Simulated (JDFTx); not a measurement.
# Sn: single point with PBEsol

The system is Sn.

```
Sn
1.0
    -2.94014    2.94014    1.59930
     2.94014   -2.94014    1.59930
     2.94014    2.94014   -1.59930
Sn
2
Cartesian
  -0.0709 -0.0015 0.0234
  -0.0164 2.9513 0.7910
```

The cell isn't the ideal one: atoms moved at random, drawn with an rms of 0.05 Å.

```json
{"Program": "JDFTx 1.7.0 (patched build)", "Task": "single point", "Functional": "PBEsol", "Potentials or basis": "PseudoDojo-SR-PBEsol-0.4.1-standard with smoothed tails", "Cutoff": "980 eV", "Density cutoff": "7837 eV", "k mesh": "9 × 9 × 9", "Occupations": "fermi-dirac, width 0.05 eV", "Spin": "no spin polarisation", "Local potential set to -Z/r beyond": "6 bohr", "Bands": "21", "Density cutoff over wavefunction cutoff": "8", "Max SCF steps": "100", "SCF threshold on the energy": "1e-09 Ha", "Solver of the electrons": "scf", "Further solve for the empty bands": "yes"}
```

The pressure is -1.3 GPa, the largest force is 0.180 eV/Å and the band gap on the k mesh is none (metal or under the smearing width).

Forces on the atoms (eV/Å):
```
Sn   0.175  0.045 -0.006
Sn  -0.175 -0.045  0.006
```

Stress tensor (GPa, compression positive):
```
-1.27 -0.02  0.30
-0.02 -0.98 -0.07
 0.30 -0.07 -1.65
```

Levels at points of the mesh, in eV from the Fermi level:
| k point | band 11 | band 12 | band 13 | band 14 | band 15 | band 16 |
| --- | --- | --- | --- | --- | --- | --- |
| (0.00, 0.00, 0.00) | -11.02 | -3.73 | -1.94 | -1.92 | 2.96 | 6.12 |

It took 17 min on 1 thread of Intel(R) Xeon(R) Platinum 8488C (Sapphire Rapids), on a shared host, peak memory 1.3 GiB.
